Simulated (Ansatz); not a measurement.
# Ni: response to strain

Aim: deform Ni (zz strain of +3 %) and compute stress, forces and field gradients with LAPW, PAW and all-electron datasets made for the crystal.

Program: Ansatz 0.2.0. Level of theory: DFT PBE, scalar-relativistic. These are calculated values, not measurements.

### Step 1. The starting structure

The structure is cubic, space group Fm-3m (No. 225). The conventional cell has a = 3.536 Å, b = 3.536 Å, c = 3.536 Å, α = 90.00°, β = 90.00°, γ = 90.00°. Ni (site symmetry m-3m) is surrounded by 12 Ni at 2.50 Å.

As a file:

```xyz
1
Lattice="0.0000 1.7679 1.7679 1.7679 0.0000 1.7679 1.7679 1.7679 0.0000" Properties=species:S:1:pos:R:3 pbc="T T T"
Ni    0.0000    0.0000    0.0000
```

### Step 2. After the deformation

Space group Fm-3m before, I4/mmm after.

### Step 3. LAPW, all electrons

input.yaml

```yaml
crystal:
  lattice:
    - [0.0, 1.76795, 1.8209885]
    - [1.76795, 0.0, 1.8209885]
    - [1.76795, 1.76795, 0.0]
  atoms:
    - { symbol: Ni, position: [0.0, 0.0, 0.0], spin: 1.5 }
magnetization:
  spin_polarized: true
kpoints:
  mp_grid: { grid: [20, 20, 20] }
  band_path:
    path:
      - [0.0, 0.0, 0.0]
      - [0.0, 0.5, 0.5]
      - [0.25, 0.75, 0.5]
      - [0.0, 0.5, 0.0]
      - [0.0, 0.0, 0.0]
      - [0.5, 0.5, 0.0]
      - [0.3678244886, 0.6321755114, 0.0]
      - [-0.3678244886, 0.3678244886, 0.0]
      - [0.0, 0.0, 0.0]
    npoints: 5
scf:
  occupations: { method: fermi_dirac, width: 0.05 }
hamiltonian:
  xc: pbe
  pseudopotentials: { kind: all_electron, lapw: { basis_error: 0.00025 } }
output:
  forces: true
  stress: true
  eigenvalues: true
```

Command:

```sh
$ ansatz run input.yaml --threads 1 --pin off --max-ram 3072MiB --backend cpu --events-out ev --progress --plain --runs-dir out
```

### Step 4. PAW with frozen cores

input.yaml

```yaml
crystal:
  lattice:
    - [0.0, 1.76795, 1.8209885]
    - [1.76795, 0.0, 1.8209885]
    - [1.76795, 1.76795, 0.0]
  atoms:
    - { symbol: Ni, position: [0.0, 0.0, 0.0], spin: 1.5 }
magnetization:
  spin_polarized: true
kpoints:
  mp_grid: { grid: [20, 20, 20] }
scf:
  occupations: { method: fermi_dirac, width: 0.05 }
hamiltonian:
  xc: pbe
  pseudopotentials: { kind: paw }
output:
  forces: true
  stress: true
  eigenvalues: true
  efg: { contact_densities: true }
  write_density: true
  write_potential: true
  elf: true
  volumetric_format: npy
```

### Step 5. All-electron PAW on datasets made for the crystal

input.yaml, as its differences from that of step 4:

```diff
@@ -15,3 +15,3 @@
   xc: pbe
-  pseudopotentials: { kind: paw }
+  pseudopotentials: { kind: all_electron, datasets: crystal }
 output:
@@ -21,5 +21 @@
   efg: { contact_densities: true }
-  write_density: true
-  write_potential: true
-  elf: true
-  volumetric_format: npy
```

(Steps that only read results are left out.)

What does the calculation give? Wanted: pressure; largest shear or deviatoric stress.

**Answer**, as computed:

| quantity | value |
| --- | --- |
| pressure | LAPW -7.86, PAW -7.84, crystal datasets -7.86 GPa |
| largest shear or deviatoric stress (LAPW) | 2.32 GPa |

The largest part of the stress beyond the pressure is 2.32 GPa in size, in the zz component. No run of the undeformed cell stands beside it, so the pressure holds what the given cell had before the change. PAW: stress within 0.02 GPa of LAPW. Crystal datasets: stress within 0.01 GPa of LAPW. The magnetic state is the one reached from the start moments in this cell; it needn't be the ground state.
